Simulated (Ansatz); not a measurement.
**CaSe: pressure against volume**

One table from this session's results is given with a row withheld; the runs are named, their logs left out.

Program: Ansatz 0.2.0. Level of theory: DFT LDA, scalar-relativistic. These are calculated values, not measurements.

1 further run of the same task is left out (it didn't finish).

**The starting structure**

Symmetry: Fm-3m, No. 225, cubic system. Conventional cell: a = 5.940 Å, b = 5.940 Å, c = 5.940 Å, α = 90.00°, β = 90.00°, γ = 90.00°. Around Ca (site symmetry m-3m) lie 6 Se at 2.97 Å. Se (site symmetry m-3m) has 6 Ca at 2.97 Å as nearest neighbours.

Structure file:

```
Ca Se
1.0
     0.00000    2.97024    2.97024
     2.97024    0.00000    2.97024
     2.97024    2.97024    0.00000
Ca Se
1 1
Direct
  0.00000 0.00000 0.00000
  0.50000 0.50000 0.50000
```

Structure from a Materials Project entry, not relaxed further.

Atoms are numbered in the order of the input: Ca1, Se2.

Set-up of the first run:

The input, input.yaml:

```yaml
crystal:
  lattice:
    - [0.0, 2.9300948315, 2.9300948315]
    - [2.9300948315, 0.0, 2.9300948315]
    - [2.9300948315, 2.9300948315, 0.0]
  atoms:
    - { symbol: Ca, position: [0.0, 0.0, 0.0] }
    - { symbol: Se, position: [0.5, 0.5, 0.5] }
kpoints:
  mp_grid: { grid: [9, 9, 9] }
scf:
  occupations: { method: fermi_dirac, width: 0.03 }
hamiltonian:
  xc: lda
  pseudopotentials: { kind: all_electron, lapw: { basis_error: 0.00025 } }
output:
  forces: true
  stress: true
  eigenvalues: true
```

The run is started by

```
> ansatz run input.yaml --threads 1 --pin off --max-ram 2048MiB --backend cpu --events-out ev --progress --plain --runs-dir out
```

Among the steps run: Volume × 0.96, LAPW; Volume × 0.96, PAW; Volume × 0.96, crystal datasets; Volume × 0.98, LAPW; Volume × 0.98, PAW; Volume × 1.02, LAPW; Volume × 1.02, PAW; Volume × 1.04, LAPW; Volume × 1.04, PAW; Volume × 1.04, crystal datasets.

One of the session's tables, all rows but one given; the rest of the session is left out.

```
          method  volume (Å³/atom)  pressure (GPa)  gap on the k mesh (eV)
            LAPW            25.156           -1.89                    1.85
            LAPW            25.680           -2.87                    1.90
            LAPW            26.204           -3.73                    1.95
            LAPW            26.728           -4.51                    1.99
            LAPW            27.253           -5.21                    2.03
             PAW            25.156           -1.89                    1.85
             PAW            25.680           -2.87                    1.90
             PAW            26.204           -3.74                    1.95
             PAW            26.728           -4.51                    1.99
             PAW            27.253           -5.21                    2.03
crystal datasets            25.156               ?                       ?
crystal datasets            26.204           -3.74                    1.95
crystal datasets            27.253           -5.21                    2.03
```

Estimate the missing values for crystal datasets, 25.156.

The run gave: pressure (GPa): -1.90; gap on the k mesh (eV): 1.85. In the column «pressure (GPa)» it lies between PAW, 25.680 (-2.87) and LAPW, 25.156 (-1.89).

To keep in mind: Warnings in the runs' records: crystal datasets made.
